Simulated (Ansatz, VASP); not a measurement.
NaCl in VASP and in Ansatz

INCAR

```
SYSTEM = NaCl
ALGO = Normal
EDIFF = 1E-6
ENCUT = 520
GGA = PE
ISIF = 2
ISMEAR = -1
LASPH = .True.
LCHARG = .False.
LREAL = .False.
LWAVE = .False.
NBANDS = 14
NELM = 60
PREC = Accurate
SIGMA = 0.02
```

KPOINTS

```
k-points
0
Gamma
  8 8 8
  0 0 0
```

File POSCAR:

```
NaCl
1.0
    3.4595458649      0.0285412534      0.0000000000
    0.0285412534      3.4595458649      0.0000000000
    0.0000000000      0.0000000000      3.4595458649
Na Cl
1 1
Direct
    0.0000000000      0.0000000000      0.0000000000
    0.5000000000      0.5000000000      0.5000000000
```

Input for Ansatz:

```yaml
crystal:
  lattice:
    - [3.4595458649, 0.0285412534, 0.0]
    - [0.0285412534, 3.4595458649, 0.0]
    - [0.0, 0.0, 3.4595458649]
  atoms:
    - { symbol: Na, position: [0.0, 0.0, 0.0] }
    - { symbol: Cl, position: [0.5, 0.5, 0.5] }
kpoints:
  mp_grid: { grid: [8, 8, 8] }
  band_path:
    path: [[0.0, 0.0, 0.0], [0.0, 0.5, 0.0], [0.5, 0.5, 0.0], [0.5, 0.5, 0.5]]
    npoints: 1
hamiltonian:
  xc: pbe
scf:
  occupations: { method: fermi_dirac, width: 0.02 }
  n_extra_bands: 4
output:
  forces: true
  stress: true
  eigenvalues: true
```

Change from the starting cell: shear_xy strain +1.7%.

Alike in both runs: task single point; functional PBE; k mesh 8 × 8 × 8; occupations fermi-dirac, width 0.02 eV; no spin polarisation.

|  | VASP | Ansatz |
| --- | --- | --- |
| version | VASP 6.6.1 | Ansatz 0.2.0 |
| potentials or method | VASP PAW PBE potentials, release 64 (Na_pv, Cl) | plane waves, PAW |
| plane-wave cutoff (eV) | 520 | 420 |
| valence electrons in the cell | 14 | 16 |

|  | VASP | Ansatz | Ansatz less VASP |
| --- | --- | --- | --- |
| gap on the k mesh at the Fermi level (eV) | 4.11 | 4.11 | 0.000 |
| pressure (GPa) | 1.1 | 1.2 | +0.05 |

The two sets of potentials don't hold the same shells in valence.

A k mesh can miss the band edges.
